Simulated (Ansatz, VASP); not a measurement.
**Ga in VASP and in Ansatz**

File POSCAR:

```
Ga
1.0
   -1.6607802863      1.6607802863      1.6607802863
    1.6607802863     -1.6607802863      1.6607802863
    1.6607802863      1.6607802863     -1.6607802863
Ga
1
Direct
    0.0000000000      0.0000000000      0.0000000000
```

Contents of INCAR.step1:

```
  PREC = Accurate
  ENCUT = 600
  ISMEAR = 0
  SIGMA = 0.1
  LREAL = F
  LASPH = T
  NELM = 100
  GGA = PE
  ALGO = Normal
  EDIFF = 1E-4
  LWAVE = T
  LCHARG = F
```

File INCAR.step2:

```
  PREC = Accurate
  ENCUT = 600
  EDIFF = 1E-6
  ISMEAR = 0
  SIGMA = 0.1
  LREAL = F
  LASPH = T
  NELM = 100
  ALGO = Normal
  ISIF = 3
  LWAVE = F
  LCHARG = F
  METAGGA = R2SCAN
  LMIXTAU = T
  IBRION = 2
  NSW = 100
  EDIFFG = -0.01
  ISTART = 1
```

Contents of KPOINTS:

```
regular mesh
0
Gamma
  24 24 24
```

Input for Ansatz:

```yaml
crystal:
  lattice:
    - [-1.6607802863, 1.6607802863, 1.6607802863]
    - [1.6607802863, -1.6607802863, 1.6607802863]
    - [1.6607802863, 1.6607802863, -1.6607802863]
  atoms:
    - { symbol: Ga, position: [0.0, 0.0, 0.0] }
basis:
  ecutwfc: 500
kpoints:
  mp_grid: { grid: [24, 24, 24] }
hamiltonian:
  xc: r2scan
scf:
  occupations: { method: gaussian, width: 0.1 }
output:
  forces: true
  stress: true
  eigenvalues: true
relax:
  adjacent_minimum: "off"
  f_tol: 0.01
  max_steps: 80
  cell: { stress_tol: 0.05 }
```

Alike in both runs: task relaxation of cell and atoms; functional r2SCAN; k mesh 24 × 24 × 24; occupations gaussian, width 0.1 eV; no spin polarisation.

```csv
,VASP,Ansatz
version,VASP 6.6.1,Ansatz 0.2.0
potentials or method,"VASP PAW PBE potentials, release 64 (Ga_d)","scalar-relativistic, plane waves, PAW"
plane-wave cutoff (eV),600,500
valence electrons in the cell,13,13
```

VASP gave:

- gap on the k mesh at the Fermi level, each at its own relaxed structure (eV): none
- relaxed volume (Å³/atom): 18.14
- relaxed cell length with the largest relative difference (Å): 2.867

Question: Estimate Ansatz's values.

Answer: gap on the k mesh at the Fermi level, each at its own relaxed structure (eV): none; relaxed volume (Å³/atom): 18.13; relaxed cell length with the largest relative difference (Å): 2.867.

A gap of «none» marks a metal or a gap that the smearing closes.

Caveats: the PAW data sets were made with another functional, which shifts forces and pressure a little (VASP).
